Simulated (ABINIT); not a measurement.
Crystal: TiO2.

```
CELL_PARAMETERS angstrom
4.59984 0.00000 0.00000
0.00000 4.59984 0.00000
0.00000 0.00000 2.95921
ATOMIC_POSITIONS crystal
Ti 0.00000 0.00000 0.50000
Ti 0.50000 0.50000 0.00000
O 0.30432 0.30432 0.50000
O 0.19568 0.80432 0.00000
O 0.80432 0.19568 0.00000
O 0.69568 0.69568 0.50000
```

The cell is a database's computed one.

Base run:

| Property | Result |
| --- | --- |
| Program | ABINIT 10.8.3 (patched build) |
| Functional | PBE |
| Potentials or basis | JTH PAW PBE v2.0 |
| Cutoff | 626 eV |
| k mesh | 6 × 6 × 9 |
| Occupations | fermi-dirac, width 0.05 eV |
| Spin | no spin polarisation |

Its results: band gap on the k mesh 1.86 eV, direct; pressure 4.5 GPa; largest force 0.007 eV/Å.

Problem. The run is repeated on the same cell with these changes: functional from PBE to PBEsol. What comes out?

Solution. Band gap on the k mesh 1.82 eV, direct; pressure -2.2 GPa; largest force 0.050 eV/Å.

PBEsol binds more tightly than PBE, so the same cell stands under less pressure.

Caveats: an odd mesh through Γ misses points on the zone boundary, where band edges often lie (some runs); the PAW data sets were made with another functional, which shifts forces and pressure a little (some runs).

Not every run made on this cell is shown here.
